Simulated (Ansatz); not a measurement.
TiSe in Ansatz: the effect of functional

TiSe:

```
Se Ti
1.0
     3.53511    0.00000    0.00000
    -1.76756    3.06150    0.00000
     0.00000    0.00000    6.17825
Se Ti
2 2
Direct
  0.66667 0.33333 0.75000
  0.33333 0.66667 0.25000
  0.00000 0.00000 0.50000
  0.00000 0.00000 0.00000
```

The cell isn't the ideal one: volume scaled by 0.98.

Alike in all runs:

```yaml
Program: Ansatz 0.2.0
Task: single point
Potentials_or_basis: Ansatz PAW
k_mesh: 9 × 9 × 5
Occupations: fermi-dirac, width 0.05 eV
Spin: no spin polarisation
```

```csv
functional,cutoff,pressure (GPa)
LDA,420 eV (not typed: the program's choice for these potentials),-1.5
PBEsol,420 eV (not typed: the program's choice for these potentials),?
r2SCAN,500 eV (not typed: the program's choice for these potentials),6.6
```

What does the run with functional PBEsol give?

Pressure 1.9 GPa.

Caveats: the PAW data sets come from PBE, with cores solved anew for the run's functional, which leaves a small shift of forces and pressure.
